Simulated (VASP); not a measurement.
Write the native input for VASP 6.6.1 that does the following.

```
Task                   : single point
Functional             : PBE
Potentials or basis    : VASP PAW PBE potentials, release 64 (Be)
Cutoff                 : 520 eV
k mesh                 : 22 × 22 × 1
Occupations            : gaussian, width 0.1 eV
Spin                   : no spin polarisation
Dipole correction      : yes
Further INCAR settings : ALGO = Normal; EDIFF = 1e-06; NBANDS = 10
```

The structure of Be lies in POSCAR:

```
Be
1.0
    2.0157136274      0.0000000000      0.0000000000
    0.0000000000      2.0157136274      0.0000000000
    0.0000000000      0.0000000000     34.0244180197
Be
3
Direct
    0.5000000000      0.5000000000      0.3260179831
    0.5000000000      0.5000000000      0.1736231860
    0.5000000000      0.5000000000      0.2498205846
```

The cell was built by a generator and needn't be a form met in nature.

The input as run:

INCAR

```
ALGO = Normal
DIPOL = 0.5 0.5 0.250
EDIFF = 1E-6
ENCUT = 520
GGA = PE
IDIPOL = 3
ISIF = 2
ISMEAR = 0
LASPH = T
LCHARG = T
LDIPOL = T
LELF = T
LREAL = F
LVACPOTAV = T
LVHAR = T
LWAVE = F
NBANDS = 10
NELM = 100
PREC = Accurate
SIGMA = 0.1
```

KPOINTS

```
k-points
0
Gamma
  22 22 1
```

Potentials or basis: VASP PAW PBE potentials, release 64 (Be).

Command:

```console
$ cat potpaw_PBE.64/Be/POTCAR > POTCAR
$ mpirun -np 1 vasp_std > vasp.out
```

Results of the run:

```
Band gap on the k mesh          : none (metal or under the smearing width)
Work function of the upper face : 4.49 eV
Work function of the lower face : 4.49 eV
```

Run time: 110 s on 1 thread of Intel(R) Xeon(R) Platinum 8488C (Sapphire Rapids), with other jobs on the host, peak memory 0.28 GiB.
